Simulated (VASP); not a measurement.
Crystal: ZnCu.

```
Zn Cu
1.0
     2.92055    0.00000    0.00000
     0.00000    2.92055    0.00000
     0.00000    0.00000    2.92055
Zn Cu
1 1
Direct
  0.50000 0.50000 0.50000
  0.00000 0.00000 0.00000
```

The cell comes from a database or a generator and needn't be the stable form of this composition.

Base run:

```yaml
Program: VASP 6.6.1
Functional: PBE
Potentials_or_basis: VASP PAW PBE potentials, release 64 (Zn, Cu)
Cutoff: 520 eV
k_mesh: 6 × 6 × 6
Occupations: gaussian, width 0.1 eV
Spin: no spin polarisation
```

Its results: band gap on the k mesh none (metal or under the smearing width); pressure 6.7 GPa.

The run is repeated on the same cell with these changes: further incar settings from ALGO = Normal; EDIFF = 1e-06; NBANDS = 18 to ALGO = Fast; EDIFF = 1e-06; NBANDS = 18; dispersion from none to D3(BJ). What comes out?

Band gap on the k mesh none (metal or under the smearing width); pressure 0.0 GPa.

Caveats: pairwise dispersion overbinds metals, which lowers pressure and volume (some runs).

Not every run made on this cell is shown here.
